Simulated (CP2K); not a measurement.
Mo:

```
Mo
1.0
     2.74324    0.00000    0.00000
    -0.91441    2.58635    0.00000
    -0.91441   -1.29317    2.23984
Mo
1
Direct
  0.00000 0.00000 0.00000
```

Base run:

```yaml
Program: CP2K 2026.2
Functional: PBE
Potentials_or_basis: POTENTIAL_UZH Mo GTH-PBE-q14; TZVP-MOLOPT-PBE-GTH basis
Density_cutoff: 9184 eV
k_mesh: 12 × 12 × 12
Occupations: fermi-dirac, width 0.05 eV
Spin: no spin polarisation
```

Its results: band gap on the k mesh none (metal or under the smearing width); pressure 0.1 GPa.

Question: The run is repeated on the same cell with these changes: functional from PBE to vdW-DF-cx. What comes out?

Answer: Band gap on the k mesh none (metal or under the smearing width); pressure -5.8 GPa.

Caveats: the basis of atomic orbitals isn't converged, which shifts pressures, moduli and gaps; the potentials were made for another functional, which shifts forces and pressure (some runs).

Not every run made on this cell is shown here.
